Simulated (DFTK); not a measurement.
Ti:

```
CELL_PARAMETERS angstrom
-1.64100 1.64100 1.64100
1.64100 -1.64100 1.64100
1.64100 1.64100 -1.64100
ATOMIC_POSITIONS crystal
Ti 0.00000 0.00000 0.00000
```

This isn't the form of Ti at room conditions, which is hcp.

Program: DFTK 0.8.2. Alike in all runs: task band structure; no spin polarisation; cell as given; cutoff (eV) 1143; smearing fermi-dirac 0.05 eV.

Question: Order these runs on this cell by their pressure, lowest first.
A. level SCAN; potentials or basis in-house norm-conserving set (r2SCAN, scalar relativistic); k mesh 11 × 11 × 11; SCF solver ScfAndersonSolver
B. level PBEsol; potentials or basis dojo.nc.sr.pbesol.v0_4_1.standard.upf (PBEsol); k mesh 11 × 11 × 11
C. level TASK; potentials or basis in-house norm-conserving set (r2SCAN, scalar relativistic); k mesh 10 × 10 × 10; SCF solver ScfAndersonSolver

Answer: B (-6.7 GPa), A (-4.2 GPa), C (3.9 GPa).

Caveats: the potentials were made for another functional, which shifts forces and pressure (some runs).

Not every run made on this cell is shown here.
